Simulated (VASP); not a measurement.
Ti2C, 6 atoms in the cell. The structure is tetragonal, space group P4_2/mnm (No. 136). Conventional cell: a = 5.029 Å, b = 5.029 Å, c = 3.140 Å, α = 90.00°, β = 90.00°, γ = 90.00°. Around Ti (site symmetry m2m) lie 3 C at 2.12 to 2.13 Å. C (site symmetry mmm) has 6 Ti at 2.12 to 2.13 Å as nearest neighbours. The cell was built by a generator and needn't be a form met in nature.

```yaml
Program: VASP 6.6.1
Task: relaxation of cell and atoms
Functional: PBE
Potentials_or_basis: VASP PAW PBE potentials, release 64 (Ti_sv, C)
Cutoff: 520 eV
k_mesh: 6 × 6 × 10
Occupations: gaussian, width 0.1 eV
Spin: no spin polarisation
Further_INCAR_settings: ALGO = Normal; EDIFF = 1e-06; IBRION = 2; EDIFFG = -0.01; NSW = 90; ISIF = 3
```

Potentials or basis: VASP PAW PBE potentials, release 64 (Ti_sv, C).

Command:

```bash
$ cat potpaw_PBE.64/Ti_sv/POTCAR potpaw_PBE.64/C/POTCAR > POTCAR
$ mpirun -np 4 vasp_std > vasp.out
```

Hardware: 4 MPI ranks on AMD EPYC 7R13 Processor (Zen 3), on a shared host.

Task: How long does it take, and how much memory?

Result: It took 3.4 min on 4 MPI ranks on AMD EPYC 7R13 Processor (Zen 3), on a shared host, peak memory 0.25 GiB a rank. Counts: scf iterations 40, k points 60, ion steps 5.
